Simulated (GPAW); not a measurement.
The system is Sb.

```
CELL_PARAMETERS angstrom
0.00000 2.37124 2.37124
2.37124 0.00000 2.37124
2.37124 2.37124 0.00000
ATOMIC_POSITIONS crystal
Sb 0.00000 0.00000 0.00000
```

This isn't the form of Sb at room conditions, which is rhombohedral.

| Item | Value |
| --- | --- |
| Program | GPAW 26.7.0 |
| Task | relaxation of cell and atoms |
| Functional | r2SCAN |
| Potentials or basis | GPAW PAW data sets (gpaw-data 1.2.1) |
| Cutoff | 600 eV |
| Basis | pw |
| k mesh | 8 × 8 × 8 |
| Occupations | fermi-dirac, width 0.05 eV |
| Spin | no spin polarisation |

At the start: pressure 1.9 GPa; volume 26.67 Å³/atom.

Q: Where does the relaxation end?

A: Over 3 steps the energy falls by 4.9 meV/atom and the volume is 27.40 Å³/atom (+2.8 %); space group Fm-3m (No. 225, to 0.05 Å).

Step by step:
| step | energy change (eV) | largest force (eV/Å) | pressure (GPa) | volume (Å³) |
| --- | --- | --- | --- | --- |
| 1 | 0.0000 | 0.0000 | 1.88 | 26.67 |
| 2 | -0.0035 | 0.0000 | 0.94 | 27.03 |
| 3 | -0.0049 | 0.0000 | 0.03 | 27.40 |

Final structure:
```yaml
crystal:
  lattice:
    - [0.00000, 2.39280, 2.39280]
    - [2.39280, 0.00000, 2.39280]
    - [2.39280, 2.39280, 0.00000]
  atoms:
    - { symbol: Sb, position: [0.00000, 0.00000, 0.00000] }
```

Caveat: later steps reuse the first step's grids; the PAW data sets were made with another functional, which shifts forces and pressure a little.
